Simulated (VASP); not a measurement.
# In2O3 (Ia-3) in VASP: further runs

One crystal, In2O3, is run at these levels: PBE; tasks: relaxation of cell and atoms.

Everything below comes from runs of VASP 6.6.1. Logs are shortened: lines on timing, memory, paths and dates and some standing lists are left out, and cuts for length are marked.

## 1. Starting point

It takes space group Ia-3 (No. 206, cubic). The conventional cell has a = 10.177 Å, b = 10.177 Å, c = 10.177 Å, α = 90.00°, β = 90.00°, γ = 90.00°. In (site symmetry 2) is surrounded by 6 O at 2.14 to 2.23 Å. Around In (site symmetry -3) lie 6 O at 2.19 Å. Around O (site symmetry 1) lie 4 In at 2.14 to 2.23 Å.

The cell is a database's computed one.

## 2. Relaxation of cell and atoms, PBE

Input file INCAR:

```
PREC = Accurate
ENCUT = 600
EDIFF = 1E-6
ISMEAR = 0
SIGMA = 0.02
LREAL = False
LASPH = True
NELM = 120
ALGO = Fast
ISIF = 3
LWAVE = False
LCHARG = False
GGA = PE
IBRION = 2
NSW = 80
EDIFFG = -0.005
KPAR = 8
```

Input file KPOINTS:

```
Automatic mesh
0
Gamma
  4 4 4
```

Input file POSCAR:

```
In2O3
1.0
   -5.0883616000      5.0883616000      5.0883616000
    5.0883616000     -5.0883616000      5.0883616000
    5.0883616000      5.0883616000     -5.0883616000
In O
16 24
Direct
    0.2840222200      0.5340222200      0.7500000000
    0.7159777800      0.4659777800      0.2500000000
    0.0000000000      0.5000000000      0.0000000000
    0.0000000000      0.0000000000      0.5000000000
    0.7500000000      0.2840222200      0.5340222200
    0.2500000000      0.7159777800      0.4659777800
    0.7840222200      0.0340222200      0.7500000000
    0.2159777800      0.9659777800      0.2500000000
    0.5340222200      0.7500000000      0.2840222200
    0.7500000000      0.7840222200      0.0340222200
    0.5000000000      0.0000000000      0.0000000000
    0.5000000000      0.5000000000      0.5000000000
    0.2500000000      0.2159777800      0.9659777800
    0.4659777800      0.2500000000      0.7159777800
    0.9659777800      0.2500000000      0.2159777800
    0.0340222200      0.7500000000      0.7840222200
    0.5368878300      0.7721506300      0.5447635200
    0.7721506300      0.5447635200      0.5368878300
    0.5078756900      0.2352628000      0.9631121700
    0.7726128900      0.7278493700      0.2647372000
    0.2278493700      0.4552364800      0.4631121700
    0.2726128900      0.0078756900      0.0447635200
    0.4552364800      0.4631121700      0.2278493700
    0.9552364800      0.7273871100      0.9921243100
    0.7352628000      0.2273871100      0.2721506300
    0.9631121700      0.5078756900      0.2352628000
    0.2352628000      0.9631121700      0.5078756900
    0.0447635200      0.2726128900      0.0078756900
    0.0368878300      0.4921243100      0.7647372000
    0.7273871100      0.9921243100      0.9552364800
    0.2721506300      0.7352628000      0.2273871100
    0.9921243100      0.9552364800      0.7273871100
    0.7278493700      0.2647372000      0.7726128900
    0.2647372000      0.7726128900      0.7278493700
    0.2273871100      0.2721506300      0.7352628000
    0.4921243100      0.7647372000      0.0368878300
    0.0078756900      0.0447635200      0.2726128900
    0.7647372000      0.0368878300      0.4921243100
    0.5447635200      0.5368878300      0.7721506300
    0.4631121700      0.2278493700      0.4552364800
```

Potentials or basis: VASP PAW PBE potentials, release 64 (In_d, O).

Command:

```sh
> cat potpaw_PBE.64/In_d/POTCAR potpaw_PBE.64/O/POTCAR > POTCAR
> mpirun -np 8 vasp_std > vasp.out
```

OUTCAR:

```text
PREC = Accurate
   ENCUT = 600
   EDIFF = 1E-6
   ISMEAR = 0
   LREAL = False
   LASPH = True
   NELM = 120
   ISIF = 3
   GGA = PE
   IBRION = 2
   NSW = 80
   EDIFFG = -0.005

 ion  position               nearest neighbor table
   1  0.284  0.534  0.750-  29 2.14  35 2.14  36 2.21  21 2.21  34 2.23  39 2.23  12 3.36  11 3.36
                            16 3.38  10 3.38  14 3.38   6 3.38   3 3.85   4 3.85  13 3.87  15 3.87
   2  0.716  0.466  0.250-  20 2.14  26 2.14  19 2.21  18 2.21  25 2.23  23 2.23  12 3.36  11 3.36
                            15 3.38   9 3.38  13 3.38   5 3.38   3 3.85   4 3.85  16 3.87  10 3.87
   3  0.000  0.500  0.000-  24 2.19  28 2.19  31 2.19  33 2.19  26 2.19  29 2.19  15 3.36  16 3.36
                             5 3.36   6 3.36   7 3.36   8 3.36   1 3.85   2 3.85  10 3.85  13 3.85
   4  0.000  0.000  0.500-  32 2.19  37 2.19  20 2.19  35 2.19  27 2.19  38 2.19  10 3.36  13 3.36
                             7 3.36   8 3.36   9 3.36  14 3.36  15 3.85  16 3.85   5 3.85   6 3.85
   5  0.750  0.284  0.534-  25 2.14  38 2.14  29 2.21  40 2.21  18 2.23  33 2.23   3 3.36  12 3.36
                             7 3.38   2 3.38  14 3.38  16 3.38   4 3.85  11 3.85  15 3.87   9 3.87
   6  0.250  0.716  0.466-  27 2.14  34 2.14  26 2.21  17 2.21  31 2.23  21 2.23   3 3.36  12 3.36
                             8 3.38   9 3.38   1 3.38  15 3.38  11 3.85   4 3.85  16 3.87  14 3.87
   7  0.784  0.034  0.750-  17 2.14  30 2.14  32 2.21  33 2.21  28 2.23  38 2.23   4 3.36   3 3.36
                            13 3.38  15 3.38   5 3.38   9 3.38  11 3.85  12 3.85  14 3.87  16 3.87
   8  0.216  0.966  0.250-  22 2.14  40 2.14  37 2.21  31 2.21  27 2.23  24 2.23   4 3.36   3 3.36
                            14 3.38  16 3.38   6 3.38  10 3.38  11 3.85  12 3.85   9 3.87  15 3.87
   9  0.534  0.750  0.284-  31 2.14  36 2.14  23 2.21  38 2.21  17 2.23  20 2.23  12 3.36   4 3.36
[... 37 lines left out ...]
  39  0.545  0.537  0.772-  10 2.14  12 2.19  14 2.21   1 2.23
  40  0.463  0.228  0.455-   8 2.14  12 2.19   5 2.21  14 2.23

  LATTYP: Found a body centered cubic cell.
 ALAT       =    10.1767232000

  Lattice vectors:

 A1 = (  -5.0883616000,   5.0883616000,   5.0883616000)
 A2 = (   5.0883616000,  -5.0883616000,   5.0883616000)
 A3 = (   5.0883616000,   5.0883616000,  -5.0883616000)

Analysis of symmetry for initial positions (statically):
=====================================================================
 Subroutine PRICEL returns:
 Original cell was already a primitive cell.

 Routine SETGRP: Setting up the symmetry group for a
 body centered cubic supercell.

 Subroutine GETGRP returns: Found 24 space group operations
 (whereof  6 operations were pure point group operations)
 out of a pool of 48 trial point group operations.

The static configuration has the point symmetry S_6 .
 The point group associated with its full space group is T_h .

Analysis of symmetry for dynamics (positions and initial velocities):
=====================================================================
 Subroutine PRICEL returns:
 Original cell was already a primitive cell.

 Routine SETGRP: Setting up the symmetry group for a
 body centered cubic supercell.

 Subroutine GETGRP returns: Found 24 space group operations
 (whereof  6 operations were pure point group operations)
 out of a pool of 48 trial point group operations.

The dynamic configuration has the point symmetry S_6 .
 The point group associated with its full space group is T_h .

 Subroutine INISYM returns: Found 24 space group operations
 (whereof  6 operations are pure point group operations),
 and found     1 'primitive' translations

----------------------------------------------------------------------------------------

                                     Primitive cell

  volume of cell :     526.9797

  direct lattice vectors                    reciprocal lattice vectors
    -5.088361600  5.088361600  5.088361600     0.000000000  0.098263457  0.098263457
[... 41 lines left out ...]
  volume/ion in A,a.u.               =      13.17        88.91
  Fermi-wavevector in a.u.,A,eV,Ry     =   1.431060  2.704311 27.863805  2.047932
  Thomas-Fermi vector in A             =   2.550837
   LORBIT       =      0    0 simple, 1 ext, 2 COOP (PROOUT), +10 PAW based schemes
   GGA     = PE    functional components
   LHFCALC =     F    Hartree Fock is set to
   AEXX    =    0.0000 exact exchange contribution
   IVDW    =     0    specifies the selected vdW correction
   LEPSILON=     F    determine dielectric tensor
   LRPA    =     F    only Hartree local field effects (RPA)
 conjugate gradient relaxation of ions
 non-spin polarized calculation
 RMM-DIIS sequential band-by-band and
 Gauss-broadening in eV      SIGMA  =   0.02
  energy-cutoff  :      600.00
  volume of cell :      526.98
 maximum number of plane-waves:     17724
   NGX = 35   NGY = 35   NGZ = 35

--------------------------------------- Ionic step        1  -------------------------------------------

 number of electron     351.9999996 magnetization

 Free energy of the ion-electron system (eV)
  ---------------------------------------------------
  ext. energy  EPLUGINS =         0.00000000
  ---------------------------------------------------
  free energy    TOTEN  =      -222.78474608 eV

  energy without entropy =     -222.78474608  energy(sigma->0) =     -222.78474608

------------------------ aborting loop because EDIFF is reached ----------------------------------------

  FORCE on cell =-STRESS in cart. coord.  units (eV):
  Direction    XX          YY          ZZ          XY          YZ          ZX
  --------------------------------------------------------------------------------------
  -------------------------------------------------------------------------------------
  Total       18.3443582     18.3443582     18.3443582     -0.0000000      0.0000000      0.0000000
  in kB       55.7723845     55.7723845     55.7723845     -0.0000000      0.0000000      0.0000000
  external PRESSURE =      55.7723845 kB  Pullay stress =       0.0000000 kB
[... 203 lines left out ...]
  FREE ENERGIE OF THE ION-ELECTRON SYSTEM (eV)
  ---------------------------------------------------
  free  energy   TOTEN  =      -223.0942677912 eV

  energy  without entropy=     -223.0942677912  energy(sigma->0) =     -223.09426779

[... ionic steps 4 to 8 ...]

--------------------------------------- Ionic step        9  -------------------------------------------

 number of electron     351.9999875 magnetization

------------------------ aborting loop because EDIFF is reached ----------------------------------------
[... 143 lines left out ...]
--------------------------------------- Ionic step       11  -------------------------------------------

 number of electron     351.9999875 magnetization

 Free energy of the ion-electron system (eV)
  ---------------------------------------------------
  ext. energy  EPLUGINS =         0.00000000
  ---------------------------------------------------
  free energy    TOTEN  =      -223.09784300 eV

  energy without entropy =     -223.09784300  energy(sigma->0) =     -223.09784300

 E-fermi :   5.0591     XC(G=0): -10.7495

 val. band max:        4.9129040963   @ k =   0.0000   0.0000   0.0000
 cond. band min:       5.8350638433   @ k =   0.0000   0.0000   0.0000
 fundamental gap:      0.9221597469
 Fermi energy:         5.0590709112

 k-point     1 :       0.0000    0.0000    0.0000
  band No.  band energies     occupation
      1     -12.5585      2.00000
      2     -12.0045      2.00000
      3     -12.0045      2.00000
      4     -11.9351      2.00000
      5     -11.9351      2.00000
      6     -11.9351      2.00000
[... 1517 lines left out ...]
    187      11.2434      0.00000
    188      11.2434      0.00000
 [bands above 188 left out]

------------------------ aborting loop because EDIFF is reached ----------------------------------------

  FORCE on cell =-STRESS in cart. coord.  units (eV):
  Direction    XX          YY          ZZ          XY          YZ          ZX
  --------------------------------------------------------------------------------------
  -------------------------------------------------------------------------------------
  Total        0.0707048      0.0707048      0.0707048     -0.0000000      0.0000000      0.0000000
  in kB        0.2076232      0.2076232      0.2076232     -0.0000000      0.0000000      0.0000000
  external PRESSURE =       0.2076232 kB  Pullay stress =       0.0000000 kB
[... 55 lines left out ...]
  FREE ENERGIE OF THE ION-ELECTRON SYSTEM (eV)
  ---------------------------------------------------
  free  energy   TOTEN  =      -223.0978429974 eV

  energy  without entropy=     -223.0978429974  energy(sigma->0) =     -223.09784300

 reached required accuracy - stopping structural energy minimisation
```

Run time: 41 min. Hardware: 8 MPI ranks of Intel Xeon 6975P-C (Granite Rapids), shared host; peak memory 1.3 GiB.

Results:

```
Free energy                            : -223.0978 eV
Relaxed volume                         : 13.64 Å³/atom
Relaxed cell                           : a = 8.916 Å, b = 8.916 Å, c = 8.916 Å, α = 109.47°, β = 109.47°, γ = 109.47°
Space group after relaxing (to 0.05 Å) : Ia-3 (No. 206)
Energy gained by relaxing              : 7.8 meV/atom
Ionic steps                            : 11
Pressure after relaxing                : 0.0 GPa
Largest force after relaxing           : 0.005 eV/Å
Band gap on the k mesh                 : 0.92 eV, direct
```

Forces on the atoms (eV/Å):
```
In   0.000  0.000  0.003
In   0.000  0.000 -0.003
In   0.000  0.000  0.000
In   0.000  0.000  0.000
In   0.003  0.000  0.000
In  -0.003  0.000  0.000
In   0.000  0.000  0.003
In   0.000  0.000 -0.003
In   0.000  0.003  0.000
In   0.003  0.000  0.000
In   0.000  0.000  0.000
In   0.000  0.000  0.000
In  -0.003  0.000  0.000
In   0.000 -0.003  0.000
In   0.000 -0.003  0.000
In   0.000  0.003  0.000
O   -0.005  0.001  0.000
O    0.001  0.000 -0.005
O   -0.001  0.000 -0.005
O    0.005  0.001  0.000
O   -0.001  0.000  0.005
O   -0.005  0.001  0.000
O    0.000  0.005 -0.001
O    0.000  0.005 -0.001
O    0.000 -0.005 -0.001
O   -0.005 -0.001  0.000
O    0.000 -0.005 -0.001
O    0.000 -0.005  0.001
O    0.005  0.001  0.000
O    0.005 -0.001  0.000
O   -0.001  0.000 -0.005
O   -0.001  0.000  0.005
O    0.001  0.000  0.005
O    0.000  0.005  0.001
O   -0.005 -0.001  0.000
O    0.001  0.000  0.005
O    0.001  0.000 -0.005
O    0.000  0.005  0.001
O    0.000 -0.005  0.001
O    0.005 -0.001  0.000
```

Step by step:
```csv
step,energy change (eV),largest force (eV/Å),pressure (GPa),volume (Å³)
1,0.0000,0.0609,5.58,526.98
2,-0.0629,0.1417,-4.37,562.74
3,-0.3095,0.0545,-0.02,545.39
4,-0.3095,0.0526,0.08,545.02
5,-0.3117,0.0272,0.08,545.20
6,-0.3124,0.0243,0.07,545.35
7,-0.3129,0.0093,-0.08,545.87
8,-0.3129,0.0092,-0.07,545.88
9,-0.3131,0.0052,0.06,545.59
10,-0.3131,0.0055,0.00,545.63
11,-0.3131,0.0049,0.02,545.61
```

Final structure:
```
CELL_PARAMETERS angstrom
-5.14764 5.14764 5.14764
5.14764 -5.14764 5.14764
5.14764 5.14764 -5.14764
ATOMIC_POSITIONS crystal
In 0.28385 0.53385 0.75000
In 0.71615 0.46615 0.25000
In 0.00000 0.50000 0.00000
In 0.00000 0.00000 0.50000
In 0.75000 0.28385 0.53385
In 0.25000 0.71615 0.46615
In 0.78385 0.03385 0.75000
In 0.21615 0.96615 0.25000
In 0.53385 0.75000 0.28385
In 0.75000 0.78385 0.03385
In 0.50000 0.00000 0.00000
In 0.50000 0.50000 0.50000
In 0.25000 0.21615 0.96615
In 0.46615 0.25000 0.71615
In 0.96615 0.25000 0.21615
In 0.03385 0.75000 0.78385
O 0.53686 0.77216 0.54429
O 0.77216 0.54429 0.53686
O 0.50743 0.23530 0.96314
O 0.77212 0.72784 0.26470
O 0.22784 0.45571 0.46314
O 0.27212 0.00743 0.04429
O 0.45571 0.46314 0.22784
O 0.95571 0.72788 0.99257
O 0.73530 0.22788 0.27216
O 0.96314 0.50743 0.23530
O 0.23530 0.96314 0.50743
O 0.04429 0.27212 0.00743
O 0.03686 0.49257 0.76470
O 0.72788 0.99257 0.95571
O 0.27216 0.73530 0.22788
O 0.99257 0.95571 0.72788
O 0.72784 0.26470 0.77212
O 0.26470 0.77212 0.72784
O 0.22788 0.27216 0.73530
O 0.49257 0.76470 0.03686
O 0.00743 0.04429 0.27212
O 0.76470 0.03686 0.49257
O 0.54429 0.53686 0.77216
O 0.46314 0.22784 0.45571
```

Caveat: spin-orbit coupling is left out, which moves the levels of the heavy elements.

[end of part 1 of 2]
